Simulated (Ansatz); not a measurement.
Calculation for Cl (beta tin type): DFT, PBE, PAW with Ansatz's default frozen-core files, scalar-relativistic (Ansatz 0.2.0). This run: volume at 0.45 of the series' base cell.

The cell comes from a relaxation on PAW files under the same functional, begun from a prototype that needn't be the stable phase.

Command: `ansatz run input.yaml --threads 1 --pin off --max-ram 2048MiB --backend cpu --events-out ev --progress --plain --runs-dir out` It took 6.9 s on 1 thread of Arm Neoverse V1, with other jobs on the host, peak memory 0.35 GiB.

```yaml
crystal:
  lattice:
    - [-2.3019164608, 2.3019164608, 1.0633800996]
    - [2.3019164608, -2.3019164608, 1.0633800996]
    - [2.3019164608, 2.3019164608, -1.0633800996]
  atoms:
    - { symbol: Cl, position: [-0.375, -0.125, -0.25] }
    - { symbol: Cl, position: [0.375, 0.125, 0.25] }
kpoints:
  mp_grid: { grid: [16, 16, 16] }
scf:
  occupations: { method: fermi_dirac, width: 0.08 }
hamiltonian:
  xc: pbe
  pseudopotentials: { kind: paw }
output:
  forces: true
  stress: true
  eigenvalues: true
  populations: true
```

Output:

```
Engine: ansatz 0.2.0
Pseudopotentials: kind: paw
Pseudopotential: Cl, paw, valence charge 7, recommended cutoff 420 eV (normal), Cl.paw.azcp
Functional definition: PBE
  parameter kappa = 0.804
  parameter beta = 0.06672455060314922
  exchange = pbe_x(kappa = kappa, mu = beta*pi^2/3)
  correlation = pbe_c(beta = beta)
Crystal: 2 atoms, lattice volume = 22.539 Å³
Basis set: ecut = 420 eV, 475 PW (Γ), exchange–correlation on 48×48×48 points (8 copies of the dense FFT grid, shifted against one another)
Bands: 11, of which v1, the nominal top of the filled ones, is band 7 counted from 1 (6 counted from 0)
Symmetry: 16 space group operations
Space group: I41/amd (ITA 141), of the structure as read, at distance tolerance 2.8e-5 Å
k-points: 349 of 4096
Non-local potential: Cl, projectors of the file, l = 0: 2, l = 1: 2, l = 2: 2
PAW form: soft (Blöchl's): semilocal exchange-correlation on the pseudo side does not see the compensation charge
PAW one-centre angular grid: Cl, 110 points (default); XC on 64 Gauss nodes
Initial density: superposition of atomic densities (neutral atoms: chi_scale 0, normalization atom), corrected by the library's trained network
Initial wavefunctions: pseudopotential atomic-orbital guess
Functional: x = pbe(κ = 0.804, μ = 0.2195149727645171), c = pbe(β = 0.06672455060314922)
SCF iter   1: F=—  HF=-2152.923069 eV  |F-HF|=—  |Δ(HF+E_count)|=         —  Δρ=1.07e-2  dr2=1.84e-2  ethr=1.77e-3  ⟨swp⟩=5.5  Hψ=26306  notcnv=0
preconditioner: auto → none  [metal: Δε(μ)=0.018 eV  Ē_g=15.948 eV  σ=0.080 eV  W_gap=0.06  n_scr=4 (ndim 8)  ℏωp=29.3 eV  f_vac=0.000  D(μ)=1.07/eV (n_scr^D=8)  sad-step TF]
SCF iter   2: F=—  HF=-2152.917933 eV  |F-HF|=—  |Δ(HF+E_count)|=   5.14e-3  Δρ=6.28e-3  dr2=6.59e-3  ethr=1.31e-4  ⟨swp⟩=1.0  Hψ=6631  notcnv=0
SCF iter   3: F=—  HF=-2152.917183 eV  |F-HF|=—  |Δ(HF+E_count)|=   7.50e-4  Δρ=5.18e-4  dr2=3.22e-5  ethr=4.71e-5  ⟨swp⟩=2.7  Hψ=6290  notcnv=0
SCF iter   4: F=—  HF=-2152.917206 eV  |F-HF|=—  |Δ(HF+E_count)|=   2.36e-5  Δρ=1.38e-4  dr2=2.64e-6  ethr=2.30e-7  ⟨swp⟩=2.1  Hψ=6138  notcnv=0
iter 5 did not close the SCF: its close was put off for the readings that it lacked (scf_convergence_deferred on its scf_iter line)
SCF iter   5: F=-2152.917205 eV  HF=-2152.917205 eV  |F-HF|=3.27e-8  |Δ(HF+E_count)|=   9.65e-7  Δρ=2.69e-5  dr2=8.25e-8  ethr=1.89e-8  ⟨swp⟩=2.2  Hψ=6052  notcnv=0
SCF iter   6: F=-2152.917205 eV  HF=-2152.917205 eV  |F-HF|=1.45e-10  |Δ(HF+E_count)|=   1.86e-8  Δρ=1.20e-6  dr2=1.15e-10  ethr=5.89e-10  ⟨swp⟩=2.8  Hψ=15316  notcnv=0
SCF 1 converged in 6 iterations: F = -2152.917205 eV  dr2 = 1.15e-10
  greatest PAW one-centre occupation: 0.941 electrons in one spin orbital (limit 2), on the Cl atom at site 1 (counted from 0), in its partial waves of l = 0
SCF converged after 6 iterations
Free energy (F): -2152.917205 eV
Harris-Foulkes:  -2152.917205 eV  (|F-HF|=1.45e-10)
Internal energy: -2152.894536 eV  (E = F + TS)
E sigma→0 (E₀):  -2152.905871 eV
Entropy (-TS):   -0.022669 eV (-11.334 meV/atom)
Fermi energy:    15.216158 eV
--- Per-component energies (eV) ---
  E_band       = 86.352357
  E_kinetic    = 346.119143
  E_local      = -177.536262  (includes V_loc(G=0)·N_el)
  E_nonlocal   = 59.867335
  E_hartree    = 52.810320
  E_xc         = -222.357034
  E_vxc        = -255.160639  (∫ρ·V_xc dr)
  E_paw        = -1317.671021  (= ΣΔE_a)
  E_vpaw       = 7.442007  (= ΣTr[D̂ρ^β])
  E_aug_tail   = 0.000187  (compensation charges beyond the density's cutoff)
  E_ewald      = -894.127204
  E_smearing   = -0.022669  (= −TS)
  E_closure    = 0.000000  (closes the sum)
  Σ components = -2152.917205   (vs F -2152.917205, Δ=0.00e0)
--- Forces (eV/Å), atoms counted from 1 ---
  atom   1  Cl     0.00000000    -0.00000000    -0.00000000
  atom   2  Cl    -0.00000000    -0.00000000     0.00000000
  max |Σ_I F_I| component: 2.43e-17 eV/Å
--- Stress (GPa, compression-positive) ---
      119.851588       0.000000       0.000000
        0.000000     119.851588       0.000000
        0.000000      -0.000000     119.455020
  P = ⅓ Tr σ = 119.7194 GPa (1197.194 kbar)
--- Band table (eV; the first three rows and the last of 349) ---
  k-point 0: bands = ["-8.1461", "-1.3273", "5.7632", "5.7632", "14.4949", "14.4949", "16.1235", "19.5088", "19.7055", "22.1593", "22.7048"]
  k-point 1: bands = ["-8.1031", "-1.4473", "5.8092", "5.8358", "14.2555", "14.3134", "16.3046", "19.5569", "19.6995", "22.4066", "22.8792"]
  k-point 2: bands = ["-7.9748", "-1.7857", "5.9471", "6.0427", "13.6389", "13.8209", "16.8357", "19.6358", "19.6827", "23.1127", "23.3391"]
  k-point 348: bands = ["-4.7273", "-4.7273", "2.9095", "2.9095", "16.3482", "16.3482", "19.0662", "19.0662", "24.8679", "24.8679", "29.2420"]
--- Löwdin populations: 2 sites ---
  site symbol       q [e]
     0     Cl      6.8475
     1     Cl      6.8475
  spilling = 0.021785 (of n_electrons = 14.000000)
```

populations.tsv:

```
# site	symbol	l	j	q
# orbitals = lowdin
# n_electrons = 14.000000
# spilling = 0.021785
0	Cl	0_3S	-	1.959725
0	Cl	1_3P	-	4.887781
1	Cl	0_3S	-	1.959725
1	Cl	1_3P	-	4.887781
```

Next run (shape and atoms relaxed at 0.4 of the base cell's volume), as changes to the input before:

```diff
   lattice:
-    - [-2.3019164608, 2.3019164608, 1.0633800996]
-    - [2.3019164608, -2.3019164608, 1.0633800996]
-    - [2.3019164608, 2.3019164608, -1.0633800996]
+    - [-1.9313586527, 1.9313586527, 1.3427317674]
+    - [1.9313586527, -1.9313586527, 1.3427317674]
+    - [1.9313586527, 1.9313586527, -1.3427317674]
   atoms:
   stress: true
-  eigenvalues: true
-  populations: true
+relax:
+  f_tol: 0.005
+  max_steps: 30
+  cell: { stress_tol: 0.75, fix: [volume] }
```

Results part of the output:

```
basis re-selected at this cell: Δ(F+E_penalty+E_count) = -1.946e-3 eV, ΔP = +0.158 GPa vs the last step (what re-selecting the basis moved, of the pressure what is left beyond the Pulay correction that the steps carried, after the strain that the cell walked since its last selection, with what the two solves' SCF thresholds leave and, on support functions, any second-order correction that the steps lacked; it is no measure of the basis error at this ecutwfc). This SCF's stress stands 2.81e-1 GPa from its target on what of the cell is left free (relax.cell.stress_tol is 7.50e-1 GPa) and its largest allowed force component is 2.78e-17 eV/Å (relax.f_tol is 5.00e-3 eV/Å): within both
SCF converged after 4 iterations
Free energy (F): -2150.684285 eV
Harris-Foulkes:  -2150.684285 eV  (|F-HF|=2.66e-10)
Internal energy: -2150.664079 eV  (E = F + TS)
E sigma→0 (E₀):  -2150.674182 eV
Entropy (-TS):   -0.020206 eV (-10.103 meV/atom)
Fermi energy:    18.213238 eV
--- Per-component energies (eV) ---
  E_band       = 116.257235
  E_kinetic    = 353.981333
  E_local      = -132.339087  (includes V_loc(G=0)·N_el)
  E_nonlocal   = 60.556747
  E_hartree    = 42.693717
  E_xc         = -224.922586
  E_vxc        = -258.636993  (∫ρ·V_xc dr)
  E_paw        = -1317.783152  (= ΣΔE_a)
  E_vpaw       = 7.307643  (= ΣTr[D̂ρ^β])
  E_aug_tail   = 0.000188  (compensation charges beyond the density's cutoff)
  E_ewald      = -932.851239
  E_smearing   = -0.020206  (= −TS)
  E_closure    = 0.000000  (closes the sum)
  Σ components = -2150.684285   (vs F -2150.684285, Δ=0.00e0)
--- Forces (eV/Å), atoms counted from 1 ---
  atom   1  Cl     0.00000000     0.00000000    -0.00000000
  atom   2  Cl    -0.00000000     0.00000000     0.00000000
  max |Σ_I F_I| component: 3.47e-17 eV/Å
--- Stress (GPa, compression-positive) ---
      169.004277       0.000000       0.000000
        0.000000     169.004277      -0.000000
        0.000000      -0.000000     168.583476
  P = ⅓ Tr σ = 168.8640 GPa (1688.640 kbar)
--- Relaxed structure (12 steps of the walk, 11 accepted, 1 SCFs on fresh bases) ---
  F+E_penalty+E_count = -2150.68428505 eV   max|allowed force component| = 2.776e-17 eV/Å   (the final SCF, on the basis selected at the relaxed cell)
  cell:  # Å, volume = 20.0343 Å³
    - [-2.1775543365664483, 2.1775543365664483, 1.0562752933374313]
    - [2.1775543365664483, -2.1775543365664483, 1.0562752933374313]
    - [2.1775543365664483, 2.1775543365664483, -1.0562752933374313]
  atoms:
    - { symbol: Cl, position: [-0.375, -0.12500000000000006, -0.25] }
    - { symbol: Cl, position: [0.375, 0.12500000000000006, 0.25] }
```

Next run (volume at 0.4 of the series' base cell), as changes to the input before:

```diff
   lattice:
-    - [-1.9313586527, 1.9313586527, 1.3427317674]
-    - [1.9313586527, -1.9313586527, 1.3427317674]
-    - [1.9313586527, 1.9313586527, -1.3427317674]
+    - [-2.1775543366, 2.1775543366, 1.0562752933]
+    - [2.1775543366, -2.1775543366, 1.0562752933]
+    - [2.1775543366, 2.1775543366, -1.0562752933]
   atoms:
   mp_grid: { grid: [16, 16, 16] }
+  band_path:
+    path:
+      - [0.0, 0.0, 0.0]
+      - [0.0, 0.0, 0.5]
+      - [-0.5, 0.5, 0.5]
+      - [0.0, 0.0, 0.0]
+      - [0.3088242299, 0.3088242299, -0.3088242299]
+      - [-0.3088242299, 0.6911757701, 0.3088242299]
+      - [-0.5, 0.5, 0.5]
+      - [0.0, 0.0, 0.5]
+      - [0.25, 0.25, 0.25]
+    npoints: 8
 scf:
   stress: true
-relax:
-  f_tol: 0.005
-  max_steps: 30
-  cell: { stress_tol: 0.75, fix: [volume] }
+  eigenvalues: true
+  populations: true
+  dos: { projected: true, de: 0.2, e_range: [-14, 8] }
```

Command: `ansatz run input.yaml --threads 1 --pin off --max-ram 2048MiB --backend cpu --events-out ev --progress --plain --runs-dir out` It took 7.1 s on 1 thread of Arm Neoverse V1 (shared host), peak memory 0.34 GiB.

Results part of the output:

```
SCF 1 converged in 6 iterations: F = -2150.684285 eV  dr2 = 1.10e-10
  greatest PAW one-centre occupation: 0.945 electrons in one spin orbital (limit 2), on the Cl atom at site 1 (counted from 0), in its partial waves of l = 0
NSCF: frozen V_eff on 65 k-points
SCF converged after 6 iterations
Free energy (F): -2150.684285 eV
Harris-Foulkes:  -2150.684285 eV  (|F-HF|=5.55e-11)
Internal energy: -2150.664079 eV  (E = F + TS)
E sigma→0 (E₀):  -2150.674182 eV
Entropy (-TS):   -0.020206 eV (-10.103 meV/atom)
Fermi energy:    18.213245 eV
--- Per-component energies (eV) ---
  E_band       = 116.257329
  E_kinetic    = 353.981317
  E_local      = -132.339060  (includes V_loc(G=0)·N_el)
  E_nonlocal   = 60.556734
  E_hartree    = 42.693713
  E_xc         = -224.922580
  E_vxc        = -258.636985  (∫ρ·V_xc dr)
  E_paw        = -1317.783152  (= ΣΔE_a)
  E_vpaw       = 7.307666  (= ΣTr[D̂ρ^β])
  E_aug_tail   = 0.000188  (compensation charges beyond the density's cutoff)
  E_ewald      = -932.851239
  E_smearing   = -0.020206  (= −TS)
  E_closure    = 0.000000  (closes the sum)
  Σ components = -2150.684285   (vs F -2150.684285, Δ=0.00e0)
--- Forces (eV/Å), atoms counted from 1 ---
  atom   1  Cl     0.00000000     0.00000000     0.00000000
  atom   2  Cl     0.00000000    -0.00000000     0.00000000
  max |Σ_I F_I| component: 1.39e-17 eV/Å
--- Stress (GPa, compression-positive) ---
      169.004224       0.000000       0.000000
        0.000000     169.004224       0.000000
        0.000000      -0.000000     168.583516
  P = ⅓ Tr σ = 168.8640 GPa (1688.640 kbar)
--- Band table (eV; the first three rows and the last of 349) ---
  k-point 0: bands = ["-7.0580", "1.9034", "7.5275", "7.5275", "17.7282", "18.0412", "18.0412", "21.8063", "22.1861", "24.8142", "25.8738"]
  k-point 1: bands = ["-7.0067", "1.7009", "7.5797", "7.6596", "17.6750", "17.8283", "17.9471", "21.9288", "22.1759", "25.1093", "26.0303"]
  k-point 2: bands = ["-6.8532", "1.1574", "7.7360", "8.0078", "16.8117", "17.2553", "18.5869", "22.1034", "22.1473", "25.9543", "26.4224"]
  k-point 348: bands = ["-2.6416", "-2.6416", "4.0230", "4.0230", "20.4582", "20.4582", "21.0884", "21.0884", "28.0293", "28.0293", "32.5021"]
--- Löwdin populations: 2 sites ---
  site symbol       q [e]
     0     Cl      6.7837
     1     Cl      6.7837
  spilling = 0.030900 (of n_electrons = 14.000000)
```

Next run (volume at 0.4 of the series' base cell, ecut 1000), as changes to the input before:

```diff
   mp_grid: { grid: [16, 16, 16] }
-  band_path:
-    path:
-      - [0.0, 0.0, 0.0]
-      - [0.0, 0.0, 0.5]
-      - [-0.5, 0.5, 0.5]
-      - [0.0, 0.0, 0.0]
-      - [0.3088242299, 0.3088242299, -0.3088242299]
-      - [-0.3088242299, 0.6911757701, 0.3088242299]
-      - [-0.5, 0.5, 0.5]
-      - [0.0, 0.0, 0.5]
-      - [0.25, 0.25, 0.25]
-    npoints: 8
 scf:
   eigenvalues: true
-  populations: true
-  dos: { projected: true, de: 0.2, e_range: [-14, 8] }
+basis:
+  ecutwfc: 1000
```

Command: `ansatz run input.yaml --threads 1 --pin off --max-ram 2048MiB --backend cpu --events-out ev --progress --plain --runs-dir out` It took 14 s on 1 thread of Arm Neoverse V1, with other jobs on the host, peak memory 0.52 GiB.

Results part of the output:

```
SCF 1 converged in 6 iterations: F = -2150.685219 eV  dr2 = 1.59e-10
  greatest PAW one-centre occupation: 0.945 electrons in one spin orbital (limit 2), on the Cl atom at site 1 (counted from 0), in its partial waves of l = 0
SCF converged after 6 iterations
Free energy (F): -2150.685219 eV
Harris-Foulkes:  -2150.685219 eV  (|F-HF|=1.43e-10)
Internal energy: -2150.665013 eV  (E = F + TS)
E sigma→0 (E₀):  -2150.675116 eV
Entropy (-TS):   -0.020206 eV (-10.103 meV/atom)
Fermi energy:    18.213101 eV
--- Per-component energies (eV) ---
  E_band       = 116.256590
  E_kinetic    = 353.984438
  E_local      = -132.342463  (includes V_loc(G=0)·N_el)
  E_nonlocal   = 60.556263
  E_hartree    = 42.694071
  E_xc         = -224.923405
  E_vxc        = -258.638412  (∫ρ·V_xc dr)
  E_paw        = -1317.782681  (= ΣΔE_a)
  E_vpaw       = 7.308576  (= ΣTr[D̂ρ^β])
  E_aug_tail   = 0.000003  (compensation charges beyond the density's cutoff)
  E_ewald      = -932.851239
  E_smearing   = -0.020206  (= −TS)
  E_closure    = 0.000000  (closes the sum)
  Σ components = -2150.685219   (vs F -2150.685219, Δ=0.00e0)
--- Forces (eV/Å), atoms counted from 1 ---
  atom   1  Cl     0.00000000     0.00000000     0.00000000
  atom   2  Cl     0.00000000    -0.00000000     0.00000000
  max |Σ_I F_I| component: 1.39e-17 eV/Å
--- Stress (GPa, compression-positive) ---
      168.988883       0.000000      -0.000000
        0.000000     168.988883      -0.000000
        0.000000       0.000000     168.571890
  P = ⅓ Tr σ = 168.8499 GPa (1688.499 kbar)
--- Band table (eV; the first three rows and the last of 349) ---
  k-point 0: bands = ["-7.0580", "1.9035", "7.5275", "7.5275", "17.7279", "18.0411", "18.0411", "21.8061", "22.1860", "24.8137", "25.8733"]
  k-point 1: bands = ["-7.0067", "1.7010", "7.5796", "7.6595", "17.6749", "17.8282", "17.9469", "21.9287", "22.1758", "25.1088", "26.0297"]
  k-point 2: bands = ["-6.8531", "1.1574", "7.7359", "8.0078", "16.8115", "17.2552", "18.5867", "22.1033", "22.1472", "25.9538", "26.4218"]
  k-point 348: bands = ["-2.6416", "-2.6416", "4.0230", "4.0230", "20.4580", "20.4580", "21.0883", "21.0883", "28.0287", "28.0287", "32.5013"]
```

The structure type is held throughout; the real material can change phase at far lower pressure.
